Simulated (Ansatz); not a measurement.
**Relaxing Ag (bcc)**

The computed numbers are results of HSE06, scalar-relativistic (no spin polarisation) in the plane-wave PAW code Ansatz at 420 eV, 10×10×10 k-mesh, Gaussian smearing of 0.05 eV. The datasets are Ansatz's generated set soft_2.

At room temperature and ambient pressure Ag is fcc.

The start:

```cif
data_structure
_symmetry_space_group_name_H-M 'P 1'
_symmetry_Int_Tables_number 1
_cell_length_a 2.8113
_cell_length_b 2.8113
_cell_length_c 2.8113
_cell_angle_alpha 109.471
_cell_angle_beta 109.471
_cell_angle_gamma 109.471
_cell_volume 17.10
loop_
_atom_site_label
_atom_site_type_symbol
_atom_site_fract_x
_atom_site_fract_y
_atom_site_fract_z
_atom_site_occupancy
Ag1 Ag 0.00000 0.00000 0.00000 1
```

The steps in volume:

```csv
run,level,k-mesh,kind,V (Å³/atom),P (GPa),E − E(final) (meV/atom),gap on the mesh (eV)
1,PBE,8×8×8,fixed cell,17.10,5.1,–,metal
2,PBE,8×8×8,fixed cell,17.68,1.5,–,metal
3,PBE,8×8×8,fixed cell,17.95,0.1,–,metal
4,HSE06,10×10×10,fixed cell,17.95,0.0,0.0,metal
```

The volume is at zero pressure for this level.

The final structure (symmetry read at 0.01 Å). It takes space group Im-3m (No. 229, cubic). Conventional cell: a = 3.299 Å, b = 3.299 Å, c = 3.299 Å, α = 90.00°, β = 90.00°, γ = 90.00°. Ag (site symmetry m-3m) has 8 Ag at 2.86 Å as nearest neighbours. (Shells end 15 % past the nearest neighbour.)

- At the final geometry the gap, band path included, is zero (metallic).
- The runs in the table took roughly 0.8 core-minutes.

**Reading the result.**

With 19 valence electrons in the calculation's cell and no magnetic order, the bands, two electrons each, can't all be full or empty: band theory demands a metal.

Pressures of hybrids are less tightly converged. For a metal under a hybrid functional this mesh is coarse.
